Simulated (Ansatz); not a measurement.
Crystal: Na2S.

```xyz
3
Lattice="0.0000 3.2735 3.2735 3.2735 0.0000 3.2735 3.2735 3.2735 0.0000" Properties=species:S:1:pos:R:3 pbc="T T T"
S     0.0000    0.0000    0.0000
Na    4.9102    4.9102    4.9102
Na    1.6367    1.6367    1.6367
```

Base run:

| Item | Value |
| --- | --- |
| Program | Ansatz 0.2.0 |
| Functional | HSE06 form with a typed share of exact exchange |
| Potentials or basis | Ansatz PAW |
| Cutoff | 420 eV (not typed: the program's choice for these potentials) |
| k mesh | 4 × 4 × 4 |
| Occupations | fermi-dirac, width 0.05 eV |
| Spin | no spin polarisation |

Its results: band gap on the k mesh 4.55 eV, direct; pressure -0.9 GPa.

Q: The run is repeated on the same cell with these changes: share of exact exchange from 0.5 to 0.2. What comes out?

A: Band gap on the k mesh 3.28 eV, direct; pressure -0.2 GPa.

Caveats: the PAW data sets come from PBE, with cores solved anew for the run's functional, which leaves a small shift of forces and pressure; the thresholds are loose for stress.

